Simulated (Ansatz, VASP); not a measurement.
## Two plane-wave programs on Hf

The input INCAR:

```
SYSTEM = Hf
ALGO = Normal
EDIFF = 1E-6
EDIFFG = -0.005
ENCUT = 600
GGA = PS
IBRION = 2
ISIF = 3
ISMEAR = 0
LASPH = .TRUE.
LCHARG = .FALSE.
LREAL = .FALSE.
LWAVE = .FALSE.
NELM = 100
NSW = 100
PREC = Accurate
SIGMA = 0.1
```

Contents of KPOINTS:

```
k-points
0
G
  16 16 16
  0 0 0
```

File POSCAR:

```
Hf
1.0
   -1.7464154676      1.7464154676      1.7464154676
    1.7464154676     -1.7464154676      1.7464154676
    1.7464154676      1.7464154676     -1.7464154676
Hf
1
Direct
    0.0000000000      0.0000000000      0.0000000000
```

Input for Ansatz:

```yaml
crystal:
  lattice:
    - [-1.7464154701, 1.7464154701, 1.7464154701]
    - [1.7464154701, -1.7464154701, 1.7464154701]
    - [1.7464154701, 1.7464154701, -1.7464154701]
  atoms:
    - { symbol: Hf, position: [0.0, 0.0, 0.0] }
basis:
  ecutwfc: 420
kpoints:
  mp_grid: { grid: [16, 16, 16] }
hamiltonian:
  xc: pbesol
scf:
  occupations: { method: gaussian, width: 0.1 }
output:
  forces: true
  stress: true
  eigenvalues: true
relax:
  adjacent_minimum: "off"
  f_tol: 0.005
  max_steps: 80
  cell: { stress_tol: 0.05 }
```

This isn't the form of Hf at room conditions, which is hcp.

Alike in both runs: task relaxation of cell and atoms; functional PBEsol; k mesh 16 × 16 × 16; occupations gaussian, width 0.1 eV; no spin polarisation.

|  | VASP | Ansatz |
| --- | --- | --- |
| version | VASP 6.6.1 | Ansatz 0.2.0 |
| potentials or method | VASP PAW PBE potentials, release 64 (Hf_pv) | scalar-relativistic, plane waves, PAW |
| plane-wave cutoff (eV) | 600 | 420 |
| valence electrons in the cell | 10 | 26 |

```tsv
	VASP	Ansatz	Ansatz less VASP
gap on the k mesh at the Fermi level, each at its own relaxed structure (eV)	none	none	-
relaxed volume (Å³/atom)	21.22	21.27	+0.051
relaxed cell length with the largest relative difference (Å)	3.021	3.023	+0.0024
```

A gap of «none» marks a metal or a gap that the smearing closes. The two sets of potentials don't hold the same shells in valence.

Caveats: the PAW data sets were made with another functional, which shifts forces and pressure a little (VASP). The runs have no spin-orbit coupling, so splittings on Hf are missing.
